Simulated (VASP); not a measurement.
Wanted: the native input for a VASP 6.6.1 run.

* Task: relaxation of cell and atoms
* Functional: PBE
* Potentials or basis: VASP PAW PBE potentials, release 64 (Ir)
* Cutoff: 600 eV
* k mesh: 4 × 4 × 4
* Occupations: gaussian, width 0.1 eV
* Spin: no spin polarisation
* Dipole correction: no
* Further INCAR settings: ALGO = Normal; EDIFF = 1e-07; IBRION = 2; EDIFFG = -0.04; NSW = 90; ISIF = 3

The structure of Ir lies in POSCAR:

```
Ir
1.0
   -3.1624516543      3.1624516543      3.1624516543
    3.1624516543     -3.1624516543      3.1624516543
    3.1624516543      3.1624516543     -3.1624516543
Ir
8
Direct
    0.2060000000      0.2060000000      0.2060000000
    0.5000000000      0.0000000000      0.2940000000
    0.2940000000      0.5000000000      0.0000000000
    0.0000000000      0.2940000000      0.5000000000
    0.7940000000      0.7940000000      0.7940000000
    0.5000000000      0.0000000000      0.7060000000
    0.7060000000      0.5000000000      0.0000000000
    0.0000000000      0.7060000000      0.5000000000
```

The cell was built by a generator and needn't be a form met in nature.

These files were run (other wordings do the same):

INCAR

```
SYSTEM = Ir
PREC     = Accurate       ! precision mode
ENCUT    = 600            ! plane-wave cutoff, eV
EDIFF    = 1E-7           ! SCF threshold, eV
ISMEAR   = 0              ! smearing method
SIGMA    = 0.1            ! smearing width, eV
LREAL    = .FALSE.        ! projectors in reciprocal space
LASPH    = .TRUE.         ! aspherical terms in the spheres
NELM     = 100            ! most SCF steps
ALGO     = Normal         ! electronic algorithm
ISIF     = 3              ! what is computed and relaxed
LWAVE    = .FALSE.        ! write WAVECAR
LCHARG   = .FALSE.        ! write CHGCAR
GGA      = PE             ! functional
IBRION   = 2              ! ionic algorithm
NSW      = 90             ! ionic steps
EDIFFG   = -0.04          ! ionic threshold
```

KPOINTS

```
regular mesh
0
G
  4 4 4
  0 0 0
```

Potentials or basis: VASP PAW PBE potentials, release 64 (Ir).

Launch:

```sh
$ cat potpaw_PBE.64/Ir/POTCAR > POTCAR
$ mpirun -np 1 vasp_std > vasp.out
```

Results of the run:

| Quantity | Value |
| --- | --- |
| Relaxed volume | 18.51 Å³/atom |
| Relaxed cell | a = 5.772 Å, b = 5.772 Å, c = 5.772 Å, α = 109.47°, β = 109.47°, γ = 109.47° |
| Space group after relaxing (to 0.05 Å) | Ia-3 (No. 206) |
| Energy gained by relaxing | 826.6 meV/atom |
| Ionic steps | 13 |
| Pressure after relaxing | 0.2 GPa |
| Largest force after relaxing | 0.023 eV/Å |
| Band gap on the k mesh | none (metal or under the smearing width) |

Caveat: the volume moved by over 15 % at a fixed basis, so the end points are rough.

Run time: 13 min on 1 thread of Intel(R) Xeon(R) Platinum 8488C (Sapphire Rapids), on a shared host, peak memory 0.36 GiB.
